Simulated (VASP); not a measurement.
# Cu in VASP: further runs, part 2 of 2

VASP 6.6.1. The steps go on from the part before.

## (4) Single point, PBEsol

File INCAR:

```
  PREC = Accurate
  ENCUT = 520
  EDIFF = 1E-7
  ISMEAR = 1
  SIGMA = 0.1
  LREAL = F
  LASPH = T
  NELM = 80
  ALGO = Fast
  ISIF = 2
  LWAVE = F
  LCHARG = F
  LDIPOL = T
  IDIPOL = 3
  DIPOL = 0.5 0.5 0.500
  GGA = PS
  LVHAR = T
  LVACPOTAV = T
  ICORELEVEL = 1
  KPAR = 4
```

File KPOINTS:

```
Automatic mesh
0
Gamma
  15 15 1
```

File POSCAR:

```
Cu                                      
1.0
    2.5241746300      0.0000000000      0.0000000000
   -1.2620873200      2.1859993600      0.0000000000
    0.0000000000      0.0000000000     27.3658797500
  Cu            
     7
Direct
     0.6666666699999979    0.3333333300000021    0.2744061395758078
     0.3333333300000021    0.6666666699999979    0.3490905627727588
     0.0000000000000000    0.0000000000000000    0.4244861341497891
     0.6666666699999979    0.3333333300000021    0.5000000000000000
     0.3333333300000021    0.6666666699999979    0.5755138658502109
     0.0000000000000000    0.0000000000000000    0.6509094372272411
     0.6666666699999979    0.3333333300000021    0.7255938604241924
```

Potentials or basis: VASP PAW PBE potentials, release 64 (Cu).

The run is started by

```console
$ cat potpaw_PBE.64/Cu/POTCAR > POTCAR
$ mpirun -np 4 vasp_std > vasp.out
```

OUTCAR:

```text
PREC = Accurate
   ENCUT = 520
   EDIFF = 1E-7
   ISMEAR = 1
   LREAL = F
   LASPH = T
   NELM = 80
   ISIF = 2
   GGA = PS

 ion  position               nearest neighbor table
   1  0.667  0.333  0.274-   2 2.51   2 2.51   2 2.51
   2  0.333  0.667  0.349-   1 2.51   1 2.51   1 2.51   3 2.53   3 2.53   3 2.53
   3  0.000  0.000  0.424-   2 2.53   2 2.53   2 2.53   4 2.53   4 2.53   4 2.53
   4  0.667  0.333  0.500-   5 2.53   3 2.53   5 2.53   3 2.53   3 2.53   5 2.53
   5  0.333  0.667  0.576-   6 2.53   6 2.53   6 2.53   4 2.53   4 2.53   4 2.53
   6  0.000  0.000  0.651-   7 2.51   7 2.51   7 2.51   5 2.53   5 2.53   5 2.53
   7  0.667  0.333  0.726-   6 2.51   6 2.51   6 2.51

  LATTYP: Found a hexagonal cell.
 ALAT       =     2.5241746300
 C/A-ratio  =    10.8415160444

  Lattice vectors:

 A1 = (   2.5241746300,   0.0000000000,   0.0000000000)
 A2 = (  -1.2620873200,   2.1859993600,   0.0000000000)
 A3 = (   0.0000000000,   0.0000000000,  27.3658797500)

Analysis of symmetry for initial positions (statically):
=====================================================================
[... 214 lines left out ...]
  band No.  band energies     occupation
      1      -7.7179      2.00000
      2      -7.2130      2.00000
      3      -6.4100      2.00000
      4      -5.4074      2.00000
      5      -4.3801      2.00000
      6      -3.7054      2.00000
[... 1165 lines left out ...]
     45       7.8247      0.00000
     46       8.5501      0.00000

 [... further k-points ...]

------------------------ aborting loop because EDIFF is reached ----------------------------------------

  FORCE on cell =-STRESS in cart. coord.  units (eV):
  Direction    XX          YY          ZZ          XY          YZ          ZX
  --------------------------------------------------------------------------------------
  -------------------------------------------------------------------------------------
  Total       -1.7752520     -1.7752520     -0.1140914      0.0000000      0.0000000      0.0000000
  in kB      -18.8361329    -18.8361331     -1.2105550      0.0000000      0.0000000      0.0000000
  external PRESSURE =     -12.9609403 kB  Pullay stress =       0.0000000 kB

 VOLUME and BASIS-vectors are now :
 -----------------------------------------------------------------------------
  energy-cutoff  :      520.00
  volume of cell :      151.00
      direct lattice vectors                 reciprocal lattice vectors
     2.524174630  0.000000000  0.000000000     0.396169103  0.228728339  0.000000000
    -1.262087320  2.185999360  0.000000000     0.000000000  0.457456676  0.000000000
     0.000000000  0.000000000 27.365879750     0.000000000  0.000000000  0.036541855

 POSITION                                       TOTAL-FORCE (eV/Angst)
 -----------------------------------------------------------------------------------
      1.26209      0.72867      7.50937         0.000000     -0.000000      0.002841
     -0.00000      1.45733      9.55317        -0.000000      0.000000      0.006240
      0.00000      0.00000     11.61644        -0.000000      0.000000     -0.011234
      1.26209      0.72867     13.68294        -0.000000      0.000000      0.000000
     -0.00000      1.45733     15.74944         0.000000     -0.000000      0.011234
      0.00000      0.00000     17.81271         0.000000     -0.000000     -0.006240
      1.26209      0.72867     19.85651        -0.000000      0.000000     -0.002841
 -----------------------------------------------------------------------------------
    total drift:                               -0.000002      0.000001      0.000237

  FREE ENERGIE OF THE ION-ELECTRON SYSTEM (eV)
  ---------------------------------------------------
  free  energy   TOTEN  =       -29.0746129454 eV

  energy  without entropy=      -29.0748528949  energy(sigma->0) =      -29.07469293

 vacuum level on the upper side and lower side of the slab         6.851         6.851
```

It took 2.3 min on 4 MPI ranks of Intel Xeon Platinum 8259CL at 2.50GHz (Skylake/Cascade Lake), shared host; peak memory 0.35 GiB.

What came out:

```
Free energy                     : -29.0746 eV
Largest force                   : 0.011 eV/Å
Band gap on the k mesh          : none (metal or under the smearing width)
Work function of the upper face : 4.92 eV
Work function of the lower face : 4.92 eV
```

Forces in eV/Å, atoms in the order of the input:
```
Cu   0.000  0.000  0.003
Cu   0.000  0.000  0.006
Cu   0.000  0.000 -0.011
Cu   0.000  0.000  0.000
Cu   0.000  0.000  0.011
Cu   0.000  0.000 -0.006
Cu   0.000  0.000 -0.003
```

Levels at points of the mesh, in eV from the Fermi level:
| k point | band 36 | band 37 | band 38 | band 39 | band 40 | band 41 | band 42 | band 43 |
| --- | --- | --- | --- | --- | --- | --- | --- | --- |
| (0.00, 0.00, 0.00) | -1.96 | -1.96 | -1.75 | -1.75 | -1.73 | -1.73 | -0.89 | -0.56 |

Core levels (eV, on the scale of the bands):
```tsv
atom	levels
1 Cu	1s -8846.9, 2s -1059.1, 2p -913.6, 3s -110.6, 3p -68.0
2 Cu	1s -8847.2, 2s -1059.5, 2p -914.0, 3s -110.9, 3p -68.3
3 Cu	1s -8847.3, 2s -1059.6, 2p -914.1, 3s -111.0, 3p -68.4
4 Cu	1s -8847.3, 2s -1059.6, 2p -914.1, 3s -111.0, 3p -68.4
5 Cu	1s -8847.3, 2s -1059.6, 2p -914.1, 3s -111.0, 3p -68.4
6 Cu	1s -8847.2, 2s -1059.5, 2p -914.0, 3s -110.9, 3p -68.3
```

Caveat: the PAW data sets were made with another functional, which shifts forces and pressure a little.
